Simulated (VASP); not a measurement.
# GaAs (F-43m) in VASP: further runs

Runs on GaAs. Level: PBE. Tasks: single point.

All numbers are computed with VASP 6.6.1; they aren't measurements. Logs are shortened: lines on timing, memory, paths and dates and some standing lists are left out, and cuts for length are marked.

## Step 1: The crystal as given

Symmetry: F-43m, No. 216, cubic system. Conventional cell: a = 5.746 Å, b = 5.746 Å, c = 5.746 Å, α = 90.00°, β = 90.00°, γ = 90.00°. Ga (site symmetry -43m) has 4 As at 2.49 Å as nearest neighbours. As (site symmetry -43m) has 4 Ga at 2.49 Å as nearest neighbours.

The cell is a database's computed one.

## Step 2: Single point, PBE, non-collinear spin, zero start, spin-orbit coupling

The input, INCAR:

```
SYSTEM = GaAs
PREC     = Accurate       ! precision mode
ENCUT    = 520            ! plane-wave cutoff, eV
EDIFF    = 1E-6           ! SCF threshold, eV
ISMEAR   = 0              ! smearing method
SIGMA    = 0.1            ! smearing width, eV
LREAL    = .FALSE.        ! projectors in reciprocal space
LASPH    = .TRUE.         ! aspherical terms in the spheres
NELM     = 150            ! most SCF steps
ALGO     = Fast           ! electronic algorithm
ISIF     = 2              ! what is computed and relaxed
LWAVE    = .FALSE.        ! write WAVECAR
LCHARG   = .TRUE.         ! write CHGCAR
LNONCOLLINEAR= .TRUE.         ! non-collinear magnetism
MAGMOM   = 0 0 0 0 0 0    ! initial moments
LORBIT   = 11             ! projections on sites
LSORBIT  = .TRUE.         ! spin-orbit coupling
GGA_COMPAT= .FALSE.      
LORBMOM  = .TRUE.       
GGA      = PE             ! functional
LVHAR    = .TRUE.       
NBANDS   = 30             ! bands
```

The input, KPOINTS:

```
Automatic mesh
0
G
  12 12 12
  0 0 0
```

The input, POSCAR:

```
GaAs
1.0
    0.0000000000      2.8728894542      2.8728894542
    2.8728894542      0.0000000000      2.8728894542
    2.8728894542      2.8728894542      0.0000000000
Ga As
1 1
Direct
    0.0000000000      0.0000000000      0.0000000000
    0.7500000000      0.7500000000      0.7500000000
```

Potentials or basis: VASP PAW PBE potentials, release 64 (Ga_d, As).

On the command line:

```sh
cat potpaw_PBE.64/Ga_d/POTCAR potpaw_PBE.64/As/POTCAR > POTCAR
mpirun -np 1 vasp_ncl > vasp.out
```

OUTCAR:

```text
SYSTEM = GaAs
   PREC = Accurate
   ENCUT = 520
   EDIFF = 1E-6
   ISMEAR = 0
   LREAL = .FALSE.
   LASPH = .TRUE.
   NELM = 150
   ISIF = 2
   LNONCOLLINEAR = .TRUE.
   LORBIT = 11
   LSORBIT = .TRUE.
   GGA = PE

 ion  position               nearest neighbor table
   1  0.000  0.000  0.000-   2 2.49   2 2.49   2 2.49   2 2.49
   2  0.750  0.750  0.750-   1 2.49   1 2.49   1 2.49   1 2.49

  LATTYP: Found a face centered cubic cell.
 ALAT       =     5.7457789084

  Lattice vectors:

 A1 = (   0.0000000000,   2.8728894542,   2.8728894542)
 A2 = (   2.8728894542,   0.0000000000,   2.8728894542)
 A3 = (   2.8728894542,   2.8728894542,   0.0000000000)

Analysis of symmetry for initial positions (statically):
=====================================================================
 Subroutine PRICEL returns:
 Original cell was already a primitive cell.

 Routine SETGRP: Setting up the symmetry group for a
 face centered cubic supercell.

 Subroutine GETGRP returns: Found 24 space group operations
 (whereof 24 operations were pure point group operations)
 out of a pool of 48 trial point group operations.

The static configuration has the point symmetry T_d .

Analysis of symmetry for dynamics (positions and initial velocities):
=====================================================================
 Subroutine PRICEL returns:
 Original cell was already a primitive cell.

 Routine SETGRP: Setting up the symmetry group for a
 face centered cubic supercell.

 Subroutine GETGRP returns: Found 24 space group operations
 (whereof 24 operations were pure point group operations)
 out of a pool of 48 trial point group operations.

The dynamic configuration has the point symmetry T_d .

Analysis of structural, dynamic, and magnetic symmetry:
=====================================================================
 Subroutine PRICEL returns:
 Original cell was already a primitive cell.

 Routine SETGRP: Setting up the symmetry group for a
 face centered cubic supercell.

 Subroutine GETGRP returns: Found 24 space group operations
 (whereof 24 operations were pure point group operations)
 out of a pool of 48 trial point group operations.

The overall configuration has the point symmetry T_d .

 Subroutine INISYM returns: Found 24 space group operations
 (whereof 24 operations are pure point group operations),
 and found     1 'primitive' translations

----------------------------------------------------------------------------------------

                                     Primitive cell

  volume of cell :      47.4228

  direct lattice vectors                    reciprocal lattice vectors
     0.000000000  2.872889454  2.872889454    -0.174040807  0.174040807  0.174040807
     2.872889454  0.000000000  2.872889454     0.174040807 -0.174040807  0.174040807
     2.872889454  2.872889454  0.000000000     0.174040807  0.174040807 -0.174040807

  length of vectors
     4.062879229  4.062879229  4.062879229     0.301447521  0.301447521  0.301447521

  position of ions in fractional coordinates (direct lattice)
     0.000000000  0.000000000  0.000000000
     0.750000000  0.750000000  0.750000000

  ion indices of the primitive-cell ions
   primitive index   ion index
                 1           1
                 2           2

----------------------------------------------------------------------------------------

 KPOINTS: Automatic mesh

Automatic generation of k-mesh.
 Grid dimensions read from file:
 generate k-points for:   12   12   12

 Generating k-lattice:

  Cartesian coordinates                     Fractional coordinates (reciprocal lattice)
    -0.014503401  0.014503401  0.014503401     0.083333333  0.000000000  0.000000000
     0.014503401 -0.014503401  0.014503401     0.000000000  0.083333333  0.000000000
[... 99 lines left out ...]

 number of electron      17.9999987 magnetization       0.0000000      0.0000000      0.0000000

 Free energy of the ion-electron system (eV)
  ---------------------------------------------------
  ext. energy  EPLUGINS =         0.00000000
  ---------------------------------------------------
  free energy    TOTEN  =        -8.29422543 eV

  energy without entropy =       -8.29412693  energy(sigma->0) =       -8.29417618

 E-fermi :   3.6513     XC(G=0):  -9.3717

 val. band max:        3.6502597110   @ k =   0.0000   0.0000   0.0000
 cond. band min:       4.3560338362   @ k =   0.5000   0.0000   0.0000
 fundamental gap:      0.7057741252
 Fermi energy:         3.6513157252

 k-point     1 :       0.0000    0.0000    0.0000
  band No.  band energies     occupation
      1     -11.4863      1.00000
      2     -11.4863      1.00000
      3     -11.4863      1.00000
      4     -11.4863      1.00000
      5     -11.0569      1.00000
      6     -11.0569      1.00000
[... 781 lines left out ...]
     29      13.8279      0.00000
     30      13.8303      0.00000

 [... further k-points ...]

------------------------ aborting loop because EDIFF is reached ----------------------------------------

  FORCE on cell =-STRESS in cart. coord.  units (eV):
  Direction    XX          YY          ZZ          XY          YZ          ZX
  --------------------------------------------------------------------------------------
  -------------------------------------------------------------------------------------
  Total        0.0421675      0.0421675      0.0421675      0.0000000      0.0000000     -0.0000000
  in kB        1.4246287      1.4246287      1.4246287      0.0000000      0.0000000     -0.0000000
  external PRESSURE =       1.4246287 kB  Pullay stress =       0.0000000 kB

 VOLUME and BASIS-vectors are now :
 -----------------------------------------------------------------------------
  energy-cutoff  :      520.00
  volume of cell :       47.42
      direct lattice vectors                 reciprocal lattice vectors
     0.000000000  2.872889454  2.872889454    -0.174040807  0.174040807  0.174040807
     2.872889454  0.000000000  2.872889454     0.174040807 -0.174040807  0.174040807
     2.872889454  2.872889454  0.000000000     0.174040807  0.174040807 -0.174040807

 POSITION                                       TOTAL-FORCE (eV/Angst)
 -----------------------------------------------------------------------------------
      0.00000      0.00000      0.00000        -0.000000     -0.000000      0.000000
      4.30933      4.30933      4.30933         0.000000      0.000000     -0.000000
 -----------------------------------------------------------------------------------
    total drift:                               -0.000000     -0.000000     -0.000000

  FREE ENERGIE OF THE ION-ELECTRON SYSTEM (eV)
  ---------------------------------------------------
  free  energy   TOTEN  =        -8.2942254294 eV

  energy  without entropy=       -8.2941269322  energy(sigma->0) =       -8.29417618

 orbital moment (x)

 # of ion     p       d       tot
 ----------------------------------------
  1        -0.000   0.000  -0.000
  2        -0.000  -0.000  -0.000
 ----------------------------------------
           -0.000   0.000  -0.000

 orbital moment (y)

 # of ion     p       d       tot
 ----------------------------------------
  1        -0.000   0.000   0.000
  2        -0.000   0.000  -0.000
 ----------------------------------------
           -0.000   0.000  -0.000

 orbital moment (z)

 # of ion     p       d       tot
 ----------------------------------------
  1         0.000  -0.000   0.000
  2         0.000   0.000   0.000
 ----------------------------------------
            0.000  -0.000   0.000

 Spin-Orbit-Coupling matrix elements

 Ion:    1  E_soc:     -0.0117285
 l=   1
     0.0000000    -0.0011277    -0.0011277
    -0.0011277     0.0000000    -0.0011277
    -0.0011277    -0.0011277     0.0000000
 l=   2
     0.0000000    -0.0001637     0.0000000    -0.0001637    -0.0006634
    -0.0001637     0.0000000    -0.0004975    -0.0001637    -0.0001658
     0.0000000    -0.0004975     0.0000000    -0.0004975     0.0000000
    -0.0001637    -0.0001637    -0.0004975     0.0000000    -0.0001658
    -0.0006634    -0.0001658     0.0000000    -0.0001658     0.0000000
 l=   3
     0.0000000     0.0000000     0.0000000     0.0000000     0.0000000     0.0000000     0.0000000
     0.0000000     0.0000000     0.0000000     0.0000000     0.0000000     0.0000000     0.0000000
     0.0000000     0.0000000     0.0000000     0.0000000     0.0000000     0.0000000     0.0000000
     0.0000000     0.0000000     0.0000000     0.0000000     0.0000000     0.0000000     0.0000000
     0.0000000     0.0000000     0.0000000     0.0000000     0.0000000     0.0000000     0.0000000
     0.0000000     0.0000000     0.0000000     0.0000000     0.0000000     0.0000000     0.0000000
     0.0000000     0.0000000     0.0000000     0.0000000     0.0000000     0.0000000     0.0000000

 Ion:    2  E_soc:     -0.0244280
 l=   1
     0.0000000    -0.0040644    -0.0040644
    -0.0040644     0.0000000    -0.0040644
    -0.0040644    -0.0040644     0.0000000
 l=   2
     0.0000000    -0.0000034     0.0000000    -0.0000034    -0.0000035
    -0.0000034     0.0000000    -0.0000026    -0.0000034    -0.0000009
     0.0000000    -0.0000026     0.0000000    -0.0000026     0.0000000
    -0.0000034    -0.0000034    -0.0000026     0.0000000    -0.0000009
    -0.0000035    -0.0000009     0.0000000    -0.0000009     0.0000000
 l=   3
     0.0000000     0.0000000     0.0000000     0.0000000     0.0000000     0.0000000     0.0000000
     0.0000000     0.0000000     0.0000000     0.0000000     0.0000000     0.0000000     0.0000000
     0.0000000     0.0000000     0.0000000     0.0000000     0.0000000     0.0000000     0.0000000
     0.0000000     0.0000000     0.0000000     0.0000000     0.0000000     0.0000000     0.0000000
     0.0000000     0.0000000     0.0000000     0.0000000     0.0000000     0.0000000     0.0000000
     0.0000000     0.0000000     0.0000000     0.0000000     0.0000000     0.0000000     0.0000000
     0.0000000     0.0000000     0.0000000     0.0000000     0.0000000     0.0000000     0.0000000

 total charge

# of ion       s       p       d       tot
------------------------------------------
    1        0.884   0.754   9.986  11.624
    2        1.214   1.563   0.028   2.805
--------------------------------------------------
tot          2.098   2.317  10.014  14.429

 magnetization (x)

# of ion       s       p       d       tot
------------------------------------------
    1       -0.000   0.000   0.000  -0.000
    2       -0.000   0.000   0.000  -0.000
--------------------------------------------------
tot         -0.000   0.000   0.000  -0.000

 magnetization (y)

# of ion       s       p       d       tot
------------------------------------------
    1        0.000   0.000   0.000   0.000
    2        0.000  -0.000   0.000  -0.000
--------------------------------------------------
tot          0.000  -0.000   0.000  -0.000

 magnetization (z)

# of ion       s       p       d       tot
------------------------------------------
    1       -0.000  -0.000   0.000  -0.000
    2       -0.000   0.000   0.000   0.000
--------------------------------------------------
tot         -0.000   0.000   0.000  -0.000
```

It took 5 min on 1 thread of Intel Xeon Platinum 8488C (Sapphire Rapids), shared host; peak memory 0.43 GiB.

Results:

```
Free energy                                           : -8.2942 eV
Pressure                                              : 0.1 GPa
Net moment                                            : 0.00 μB per cell
Valence electrons inside the program's atomic spheres : Ga 11.62; As 2.81
```

Moments on the atoms (μB; x, y, z):
```
Ga  0.00 0.00 0.00
As  0.00 0.00 0.00
```

## Step 3: Single point, PBE, non-collinear spin, zero start, spin-orbit coupling

The input, INCAR:

```
PREC = Accurate
ENCUT = 520
EDIFF = 1E-7
ISMEAR = 0
SIGMA = 0.1
LREAL = F
LASPH = T
NELM = 150
ALGO = Normal
ISIF = 2
LWAVE = F
LCHARG = F
LNONCOLLINEAR = T
MAGMOM = 0 0 0 0 0 0
LORBIT = 11
LSORBIT = T
GGA_COMPAT = F
LORBMOM = T
GGA = PE
NBANDS = 30
```

The input, KPOINTS:

```
regular mesh
0
Gamma
  12 12 12
```

POSCAR is that of step 2.

Potentials or basis: VASP PAW PBE potentials, release 64 (Ga_d, As).

On the command line:

```sh
cat potpaw_PBE.64/Ga_d/POTCAR potpaw_PBE.64/As/POTCAR > POTCAR
mpirun -np 1 vasp_ncl > vasp.out
```

Run time: 4 min. Hardware: 1 thread of Intel Xeon Platinum 8559C (Emerald Rapids), shared host; peak memory 0.43 GiB.

The run converged. Its results:

| Quantity | Value |
| --- | --- |
| Free energy | -8.2942 eV |
| Pressure | 0.1 GPa |
| Net moment | 0.00 μB per cell |
| Valence electrons inside the program's atomic spheres | Ga 11.62; As 2.81 |

Moments on the atoms (μB; x, y, z):
```
Ga  0.00 0.00 0.00
As  0.00 0.00 0.00
```
